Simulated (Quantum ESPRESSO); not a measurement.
The system is C, a slab with vacuum.

```
CELL_PARAMETERS angstrom
2.46000 0.00000 0.00000
-1.23000 2.13042 0.00000
0.00000 0.00000 14.00000
ATOMIC_POSITIONS crystal
C 0.33333 0.66667 0.50000
C 0.66667 0.33333 0.50000
```

The cell was built by a generator and needn't be a form met in nature.

| Property | Result |
| --- | --- |
| Program | Quantum ESPRESSO 7.5 |
| Task | phonons |
| Functional | PBE |
| Potentials or basis | PseudoDojo 0.4.1 SR PBE standard |
| Cutoff | 1116 eV |
| Density cutoff | 4463 eV |
| k mesh | 30 × 30 × 1 |
| Occupations | gaussian, width 0.15 eV |
| Spin | no spin polarisation |
| Mixing beta | 0.5 |
| Most SCF iterations | 120 |
| SCF threshold | 4e-10 Ry |

Task: Where do the zone-centre optical modes lie?

Result: B1g at 876 cm⁻¹ (silent); E2g at 1563 cm⁻¹ (Raman).

Optical modes at Γ, degenerate ones joined:
```
cm⁻¹  components  symmetry  active in
 876           1       B1g     silent
1563           2       E2g      Raman
```

Caveat: the mesh is thin for the phonons of a metal.
